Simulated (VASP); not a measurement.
A run of VASP 6.6.1:

POSCAR

```
CsPbBr3
1.0
    5.8700000000      0.0000000000      0.0000000000
    0.0000000000      5.8700000000      0.0000000000
    0.0000000000      0.0000000000      5.8700000000
Pb Cs Br
1 1 3
Direct
    0.5000000000      0.5000000000      0.5000000000
    0.0000000000      0.0000000000      0.0000000000
    0.5000000000      0.5000000000      0.0000000000
    0.5000000000      0.0000000000      0.5000000000
    0.0000000000      0.5000000000      0.5000000000
```

INCAR.step1

```
SYSTEM = CsPbBr3
ALGO     = Normal         ! electronic algorithm
EDIFF    = 1E-6           ! SCF threshold, eV
ENCUT    = 520            ! plane-wave cutoff, eV
GGA      = CA             ! functional
GGA_COMPAT= .False.      
ISIF     = 2              ! what is computed and relaxed
ISMEAR   = 0              ! smearing method
KPAR     = 4            
LASPH    = .True.         ! aspherical terms in the spheres
LCHARG   = .True.         ! write CHGCAR
LORBIT   = 11             ! projections on sites
LREAL    = .False.        ! projectors in reciprocal space
LSORBIT  = .True.         ! spin-orbit coupling
LWAVE    = .False.        ! write WAVECAR
MAGMOM   = 0 0 0 0 0 0 0 0 0 0 0 0 0 0 0 ! initial moments
NBANDS   = 59             ! bands
NELM     = 60             ! most SCF steps
PREC     = Accurate       ! precision mode
SIGMA    = 0.02           ! smearing width, eV
```

Contents of KPOINTS.step1:

```
k-points
0
Gamma
  4 4 4
  0 0 0
```

The input INCAR.step2:

```
SYSTEM = CsPbBr3
ALGO     = Normal         ! electronic algorithm
EDIFF    = 1E-6           ! SCF threshold, eV
ENCUT    = 520            ! plane-wave cutoff, eV
GGA      = CA             ! functional
GGA_COMPAT= .False.      
ICHARG   = 11             ! starting density
ISIF     = 2              ! what is computed and relaxed
ISMEAR   = 0              ! smearing method
KPAR     = 4            
LASPH    = .True.         ! aspherical terms in the spheres
LCHARG   = .False.        ! write CHGCAR
LORBIT   = 11             ! projections on sites
LREAL    = .False.        ! projectors in reciprocal space
LSORBIT  = .True.         ! spin-orbit coupling
LWAVE    = .False.        ! write WAVECAR
MAGMOM   = 0 0 0 0 0 0 0 0 0 0 0 0 0 0 0 ! initial moments
NBANDS   = 59             ! bands
NELM     = 60             ! most SCF steps
PREC     = Accurate       ! precision mode
SIGMA    = 0.05           ! smearing width, eV
```

KPOINTS.step2

```
path GXMGRX,MR
15
line-mode
reciprocal
 0.0000000000  0.0000000000  0.0000000000  G
 0.0000000000  0.5000000000  0.0000000000  X

 0.0000000000  0.5000000000  0.0000000000  X
 0.5000000000  0.5000000000  0.0000000000  M

 0.5000000000  0.5000000000  0.0000000000  M
 0.0000000000  0.0000000000  0.0000000000  G

 0.0000000000  0.0000000000  0.0000000000  G
 0.5000000000  0.5000000000  0.5000000000  R

 0.5000000000  0.5000000000  0.5000000000  R
 0.0000000000  0.5000000000  0.0000000000  X

 0.5000000000  0.5000000000  0.0000000000  M
 0.5000000000  0.5000000000  0.5000000000  R
```

Potentials or basis: VASP PAW LDA potentials, release 64 (Pb_d, Cs_sv, Br).

Launch:

```console
$ cat potpaw_LDA.64/Pb_d/POTCAR potpaw_LDA.64/Cs_sv/POTCAR potpaw_LDA.64/Br/POTCAR > POTCAR
$ cp INCAR.step1 INCAR
$ cp KPOINTS.step1 KPOINTS
$ mpirun -np 4 vasp_ncl > vasp.out
$ cp INCAR.step2 INCAR
$ cp KPOINTS.step2 KPOINTS
$ mpirun -np 4 vasp_ncl > vasp.out
```

Hardware: 4 MPI ranks on Intel(R) Xeon(R) 6975P-C (Granite Rapids), on a shared host.

Estimate the wall time of this run.

It took 5.1 min on 4 MPI ranks on Intel(R) Xeon(R) 6975P-C (Granite Rapids) (shared host), peak memory 1.5 GiB a rank. Counts: scf iterations 9, k points 90.
